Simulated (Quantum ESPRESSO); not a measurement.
MgO:

```
Mg O
1.0
     0.00000    2.09700    2.09700
     2.09700    0.00000    2.09700
     2.09700    2.09700    0.00000
Mg O
1 1
Direct
  0.00000 0.00000 0.00000
  0.50000 0.50000 0.50000
```

The cell is a database's computed one.

Base run:

* Program: Quantum ESPRESSO 7.5
* Functional: WC
* Potentials or basis: PseudoDojo 0.4.1 SR PBE standard
* Cutoff: 1143 eV
* Density cutoff: 4572 eV
* k mesh: 8 × 8 × 8, shifted
* Occupations: fermi-dirac, width 0.05 eV
* Spin: no spin polarisation

Its results: pressure 3.1 GPa; electronic dielectric tensor (diagonal) 3.21.

Q: The run is repeated on the same cell with these changes: functional from WC to BLYP. What comes out?

A: Pressure 9.6 GPa; electronic dielectric tensor (diagonal) 3.09.

BLYP binds less tightly than WC, so the same cell stands under more pressure.

Caveats: the potentials were made for another functional, which shifts forces and pressure; the cell is more than 3 GPa from zero pressure, which shifts response properties.
